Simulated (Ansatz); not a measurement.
# PbSe: the change of pressure and energy less free atoms with volume per atom

All results are calculated (Ansatz 0.2.0). Periodic Kohn-Sham DFT of a crystal at fixed atoms; pressure and stress are positive in compression; the energy is the free energy less that of spherical unpolarised free atoms; site moments are those in the method's own spheres, positive along +z.

Cell of the first row (space group Fm-3m, No. 225):
```
cell vectors (Å)
   0.0000     2.9996     2.9996
   2.9996     0.0000     2.9996
   2.9996     2.9996     0.0000
atoms (fractions of the cell vectors)
Pb  0.00000  0.00000  0.00000
Se  0.50000  0.50000  0.50000
```

Settings of every row: method all-electron LAPW; functional PBEsol; relativity scalar; k mesh 7x7x7; filling fermi-dirac; smearing width 0.02 eV; basis error target 0.5 meV/atom; nucleus gaussian.

Atom start moment: 0 on all atoms.

Limits: no spin-orbit coupling on heavy atoms.

Limits of some rows: small gap, it may come from the mesh (row 2, 3, 4, 5, 6, 7, 8, 9).

```
row  volume per atom (Å³)  pressure (GPa)  energy less free atoms (eV/atom)
  1                 26.99           2.971                           -4.4349
  2                27.565               ?                                 ?
  3                28.139           0.452                           -4.4468
  4                28.426          -0.097                           -4.4472
  5                28.713          -0.617                           -4.4465
  6                    29          -1.109                           -4.4449
  7                29.287          -1.576                           -4.4425
  8                29.862          -2.436                           -4.4353
  9                30.436          -3.207                           -4.4252
```

Question: what pressure and energy less free atoms should row 2 give?

Worked fit of pressure. Take u = (V_r/V)^(2/3) − 1 with V_r = 28.857 Å³ an atom, which is twice the finite (Eulerian) strain; such expansions in the strain, on which the Birch-Murnaghan equation of state is built, carry the rest volume and the bulk modulus. The shown rows have u = 0.0456, 0.01694, 0.01008, 0.00334, -0.00329, -0.00981, -0.02256, -0.03489. Least squares give pressure = −0.8672 + 74.253 × u + 211.12 × u² + 140 × u³ GPa; a parabola predicts inner rows, each left out in turn, worse (root mean square 0.0021 against 0.00054 GPa). The rows lie off it by 0.000, 0.000, 0.000, 0.000, 0.000, -0.001, 0.001, 0.000. The pressure vanishes at u = 0.0113, or V = 28.37 Å³ an atom, and there the bulk modulus at fixed shape and fractions is B = −V dP/dV = (2/3)(1 + u) dP/du = 53.3 GPa. The withheld row has u = 0.03101, so the fit gives −0.8672 + 74.253 × (0.03101) + 211.12 × (0.03101)² + 140 × (0.03101)³ = 1.643 GPa.

The calculation gave 1.643 GPa. The fit meets it to the printed digit.

Worked fit of energy less free atoms. Take u = (V_r/V)^(2/3) − 1 with V_r = 28.857 Å³ an atom, which is twice the finite (Eulerian) strain; such expansions in the strain, on which the Birch-Murnaghan equation of state is built, carry the rest volume and the bulk modulus. The shown rows have u = 0.0456, 0.01694, 0.01008, 0.00334, -0.00329, -0.00981, -0.02256, -0.03489. Least squares give energy less free atoms = −4.44582 − 0.232 × u + 10.331 × u² eV/atom; a straight line predicts inner rows, each left out in turn, worse (root mean square 0.0053 against 6.3e-05 eV/atom). The rows lie off it by 0.0000, 0.0000, -0.0001, 0.0000, 0.0000, 0.0000, 0.0000, -0.0001. Its lowest point lies at u = 0.0112, or V = 28.38 Å³ an atom, and the curvature there gives the bulk modulus at fixed shape and fractions, B = (4/9)(1 + u)² E″(u)/V = 53 GPa. The withheld row has u = 0.03101, so the fit gives −4.44582 − 0.232 × (0.03101) + 10.331 × (0.03101)² = -4.4431 eV/atom.

The calculation gave -4.4431 eV/atom. The fit meets it to the printed digit.
